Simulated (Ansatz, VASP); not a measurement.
One calculation of S, two programs

File INCAR:

```
PREC     = Accurate       # precision mode
ENCUT    = 520            # plane-wave cutoff, eV
EDIFF    = 1E-6           # SCF threshold, eV
ISMEAR   = -1             # smearing method
SIGMA    = 0.08           # smearing width, eV
LREAL    = F              # projectors in reciprocal space
LASPH    = T              # aspherical terms in the spheres
NELM     = 100            # most SCF steps
ALGO     = Normal         # electronic algorithm
ISIF     = 2              # what is computed and relaxed
LWAVE    = F              # write WAVECAR
LCHARG   = F              # write CHGCAR
GGA      = PE             # functional
NBANDS   = 13             # bands
```

Contents of KPOINTS:

```
Automatic mesh
0
Gamma
  13 13 13
```

POSCAR

```
S
1.0
    0.0000000000      2.8456279673      2.8456279673
    2.8456279673      0.0000000000      2.8456279673
    2.8456279673      2.8456279673      0.0000000000
S
2
Direct
   -0.1250000000     -0.1250000000     -0.1250000000
    0.1250000000      0.1250000000      0.1250000000
```

Input for Ansatz:

```yaml
crystal:
  lattice:
    - [0.0, 2.8456279673, 2.8456279673]
    - [2.8456279673, 0.0, 2.8456279673]
    - [2.8456279673, 2.8456279673, 0.0]
  atoms:
    - { symbol: S, position: [-0.125, -0.125, -0.125] }
    - { symbol: S, position: [0.125, 0.125, 0.125] }
kpoints:
  mp_grid: { grid: [13, 13, 13] }
scf:
  occupations: { method: fermi_dirac, width: 0.08 }
hamiltonian:
  xc: pbe
  pseudopotentials: { kind: all_electron, lapw: { basis_error: 0.001 } }
output:
  forces: true
  stress: true
  eigenvalues: true
  populations: true
```

Change from the starting cell: volume scaled by 0.95, LAPW.

Alike in both runs: task single point; functional PBE; k mesh 13 × 13 × 13; occupations fermi-dirac, width 0.08 eV; no spin polarisation.

```csv
,VASP,Ansatz
version,VASP 6.6.1,Ansatz 0.2.0
potentials or method,"VASP PAW PBE potentials, release 64 (S)","all-electron LAPW, scalar-relativistic"
plane-wave cutoff (eV),520,see its input
```

|  | VASP | Ansatz | Ansatz less VASP |
| --- | --- | --- | --- |
| pressure (GPa) | 2.4 | 2.5 | +0.11 |

Ansatz ran all-electron here, so the differences hold the error of VASP's frozen core and of both bases.
